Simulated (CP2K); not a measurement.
Rb under changes of volume

One of the cells (88.043 Å³/atom); the others are scaled copies at fixed shape and fractional positions:

```xyz
1
Lattice="4.8541 0.0000 0.0000 -1.6180 4.5765 0.0000 -1.6180 -2.2882 3.9633" Properties=species:S:1:pos:R:3 pbc="T T T"
Rb    0.0000    0.0000    0.0000
```

- Program: CP2K 2026.2
- Functional: LDA
- Potentials or basis: GTH_POTENTIALS Rb GTH-PADE-q9; TZVP-MOLOPT-PBE-GTH basis
- Density cutoff: 6123 eV
- k mesh: 7 × 7 × 7
- Occupations: fermi-dirac, width 0.05 eV
- Spin: no spin polarisation

```csv
volume (Å³/atom),energy over the lowest point (meV/atom),pressure (GPa)
82.761,0.00,-0.2
84.522,2.44,-0.2
86.283,5.50,-0.3
88.043,9.10,-0.3
89.804,13.21,-0.4
91.565,17.74,-0.4
93.326,?,?
```

**Question.** What does the run at 93.326 Å³/atom give?

**Answer.** Energy over the lowest point 22.67 meV/atom; pressure -0.5 GPa.

Worked out: A Birch-Murnaghan fit of order 3 (a polynomial in V^(-2/3)) to the other rows has no minimum within the range. It gives 22.66 meV/atom at 93.326 Å³/atom, against the run's 22.67, and -dE/dV = -0.5 GPa, against -0.5.

Energies are extrapolated to zero smearing.

Caveats: the basis of atomic orbitals isn't converged, which shifts pressures, moduli and gaps.
